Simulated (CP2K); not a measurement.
Runs of CP2K 2026.2 on Te2Mo. The cell holds a slab with vacuum, 6 atoms: a = 6.362 Å, b = 3.480 Å, c = 36.176 Å, α = 90.00°, β = 90.14°, γ = 90.00°. 

```tsv
level	potentials or basis	smearing	EPS_DEFAULT	NGRIDS	points a segment of the path (NPOINTS)	bands added on the path	CUTOFF of the grids	gap on the mesh (eV)	largest force (eV/Å)
PBEsol	POTENTIAL_UZH Te GTH-PBE-q6, Mo GTH-PBE-q14; TZVP-MOLOPT-PBE-GTH basis	fermi-dirac 0.05 eV	1.0E-10	4	8	2	450 Ry	none	0.39
PBE	POTENTIAL_UZH Te GTH-PBE-q6, Mo GTH-PBE-q14; TZVP-MOLOPT-PBE-GTH basis	fermi-dirac 0.01 eV	1.0E-9	5	10	4	450 Ry	none	0.63
LDA	GTH_POTENTIALS Te GTH-PADE-q6, Mo GTH-PADE-q14; TZVP-MOLOPT-PBE-GTH basis	fermi-dirac 0.1 eV	1.0E-9	4	6	4	450 Ry	none	(a)
r2SCAN	POTENTIAL_UZH Te GTH-SCAN-q6, Mo GTH-SCAN-q14; TZVP-MOLOPT-SCAN-GTH basis	fermi-dirac 0.0259 eV	1.0E-10	5	8	6	675 Ry	none	0.24
PBE	POTENTIAL_UZH Te GTH-PBE-q6, Mo GTH-PBE-q14; TZVP-MOLOPT-PBE-GTH basis	fermi-dirac 0.01 eV	1.0E-9	4	8	4	450 Ry	none	0.63
```

Alike in all rows: task band structure; no spin polarisation; cell as given; k mesh 4 × 8 × 1.

Problem. Estimate the missing entries.

Solution. (a) 0.25.

Caveats: spin-orbit coupling is left out, which moves the levels of the heavy elements; the basis of atomic orbitals isn't converged, which shifts pressures, moduli and gaps; the potentials were made for another functional, which shifts forces and pressure (some runs); meta-GGAs are noisy in the vacuum on a uniform grid, which can shift empty levels and the work function (some runs).

A k mesh can miss the band edges, and the runs leave out spin-orbit coupling on Mo, Te.

A gap of «none» marks a metal or a gap under the smearing width.
